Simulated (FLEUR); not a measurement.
Runs of FLEUR MaX-R8.1 (later development tree) on LiH. Symmetry: Fm-3m, No. 225, cubic system. Conventional cell: a = 4.074 Å, b = 4.074 Å, c = 4.074 Å, α = 90.00°, β = 90.00°, γ = 90.00°. Around Li (site symmetry m-3m) lie 6 H at 2.04 Å. Around H (site symmetry m-3m) lie 6 Li at 2.04 Å. 

```tsv
task	level	spin	k mesh	smearing	gmax	muffin-tin radii	lmax	lnonsphr	max iterations	kmax	gap on the mesh (eV)	moment (μB)	V0 of scaled cells (Å³/atom)	B0 (GPa)
equation of state	PBE	off	11 × 11 × 11	fermi-dirac 0.05 eV	14 1/bohr	Li 1.95, H 1.5 bohr	Li 8, H 8	-	-	3.8 1/bohr	-	-	8.04	36
band structure	PBEsol	off	11 × 11 × 11	fermi-dirac 0.05 eV	13.5 1/bohr	Li 2.02, H 1.55 bohr	Li 8, H 8	Li 8, H 8	60	4.1 1/bohr	(b)	-	-	-
single point	WC	collinear, ferromagnetic start	11 × 11 × 11	fermi-dirac 0.1 eV	22.5 1/bohr	Li 2.02, H 1.55 bohr	Li 8, H 6	-	60	4.5 1/bohr	3.05	0.00	-	-
single point	PBE	off	11 × 11 × 11	fermi-dirac 0.05 eV	14 1/bohr	Li 1.95, H 1.5 bohr	Li 8, H 8	-	60	3.8 1/bohr	3.20	-	-	-
density of states	PBEsol	collinear, ferromagnetic start, SOC	7 × 7 × 7	fermi-dirac 0.02 eV	13.5 1/bohr	Li 2.02, H 1.55 bohr	Li 8, H 8	-	60	3.8 1/bohr	3.27	0.00	-	-
band structure	LDA	off	11 × 11 × 11	fermi-dirac 0.05 eV	13.5 1/bohr	Li 2.02, H 1.55 bohr	Li 8, H 8	Li 8, H 8	60	4.1 1/bohr	2.85	-	-	-
equation of state	r2SCAN	off	11 × 11 × 11	fermi-dirac 0.05 eV	14 1/bohr	Li 1.95, H 1.5 bohr	Li 8, H 8	Li 8, H 8	-	4.1 1/bohr	-	-	8.04	38
band structure	r2SCAN	off	11 × 11 × 11	fermi-dirac 0.05 eV	13.5 1/bohr	Li 2.02, H 1.55 bohr	Li 8, H 8	Li 8, H 8	80	4.1 1/bohr	(a)	-	-	-
```

Alike in all rows: potentials or basis all-electron, FLAPW; cell as given.

Task: Estimate the missing entries.

Result: (a) 3.82; (b) 2.98.

Caveats: the mesh misses the band edges, which the band path finds closer together (some runs); an odd mesh through Γ misses points on the zone boundary, where band edges often lie (some runs); the meta-GGA is that of a development version, with a GGA for the radial functions and cores and without core tails (some runs).

Not every run made on this cell is shown here.
